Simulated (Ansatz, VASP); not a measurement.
**LiF: VASP beside Ansatz**

```
Li F
1.0
     0.00000    1.98490    2.00138
     1.98490    0.00000    2.00138
     1.98490    1.98490    0.00000
Li F
1 1
Direct
  0.00000 0.00000 0.00000
  0.50000 0.50000 0.50000
```

Change from the starting cell: epitaxial_xy strain -0.5%.

Alike in both runs: task single point; functional PBE; k mesh 10 × 10 × 10; occupations fermi-dirac, width 0.02 eV; no spin polarisation.

```csv
,VASP,Ansatz
version,VASP 6.6.1,Ansatz 0.2.0
potentials or method,"VASP PAW PBE potentials, release 64 (Li_sv, F)","plane waves, PAW"
plane-wave cutoff (eV),520,420
valence electrons in the cell,10,10
```

|  | VASP | Ansatz | Ansatz less VASP |
| --- | --- | --- | --- |
| gap on the k mesh at the Fermi level (eV) | 9.40 | 9.40 | -0.003 |

With one functional, cell and mesh, what is left measures potentials, basis and numerics.

 A k mesh can miss the band edges.
